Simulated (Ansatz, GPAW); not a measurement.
This is a calculation of CaO for Ansatz 0.2.0. The cell is a database's computed one, not the measured one.

Contents of input.yaml:

```yaml
crystal:
  lattice:
    - [0.0, 2.403555696, 2.403555696]
    - [2.403555696, 0.0, 2.403555696]
    - [2.403555696, 2.403555696, 0.0]
  atoms:
    - { symbol: Ca, position: [0.0, 0.0, 0.0] }
    - { symbol: O, position: [0.5, 0.5, 0.5] }
hamiltonian:
  xc: pbe
  pseudopotentials: { kind: paw }
kpoints:
  mp_grid: { grid: [10, 10, 10] }
scf:
  occupations: { method: gaussian, width: 0.017 }
output:
  forces: true
  stress: true
  eigenvalues: true
  write_density: true
  write_potential: true
  elf: true
  volumetric_format: npy
```

Potentials or basis: Ansatz PAW.

Command:

```sh
$ ansatz run input.yaml --threads 2 --pin off --max-ram 5632MiB --backend cpu --events-out ev --progress --plain --runs-dir out
```

Question: What does the same run look like in GPAW 26.7.0 (ASE script)? Potentials or basis there: GPAW PAW data sets (gpaw-data 1.2.1), cutoff 800 eV.

Answer: As run (cutoffs and basis follow the program's own potentials, and thresholds, step limits or extra output files can differ):

File run.py:

```python
from ase.dft.bandgap import bandgap
from ase.io import read, write
from ase.units import GPa
from gpaw import GPAW, PW

atoms = read('CaO.xyz')

calc = GPAW(mode=PW(800),
            xc='PBE',
            kpts={'size': (10, 10, 10), 'gamma': True},
            occupations={'name': 'methfessel-paxton', 'order': 0, 'width': 0.017},
            nbands=16,
            convergence={'density': 1e-05, 'energy': 1e-05},
            maxiter=150,
            txt='gpaw.txt')
atoms.calc = calc
energy = atoms.get_potential_energy()
forces = atoms.get_forces()
stress = atoms.get_stress()
calc.write('gs.gpw')
write('result.traj', atoms)
print(f'Energy: {energy:.6f} eV')
print('Forces (eV/A):')
print(forces.round(4))
print('Stress (GPa):', (stress / GPa).round(3))
print('Fermi level:', round(calc.get_fermi_level(), 4), 'eV')
print(f'Gap: {bandgap(calc)[0]:.4f} eV, direct: {bandgap(calc, direct=True)[0]:.4f} eV')
```

Contents of CaO.xyz:

```xyz
2
Lattice="0.0000000000 2.4035556960 2.4035556960 2.4035556960 0.0000000000 2.4035556960 2.4035556960 2.4035556960 0.0000000000" Properties=species:S:1:pos:R:3 pbc="T T T"
Ca     0.0000000000      0.0000000000      0.0000000000
O      2.4035556960      2.4035556960      2.4035556960
```

Potentials or basis: GPAW PAW data sets (gpaw-data 1.2.1), pw.

The run is started by

```console
$ OMP_NUM_THREADS=1 python run.py
```

Both were run:

|  | Ansatz | GPAW |
| --- | --- | --- |
| Pressure | 1.6 GPa | 2.2 GPa |

Ansatz's pressure holds a Pulay term of +0.41 GPa for its cutoff of 420 eV, which the other run lacks.

Where Ansatz's input types no cutoff or centring, it takes its own default and a Γ-centred mesh.

Pressure is positive in compression.
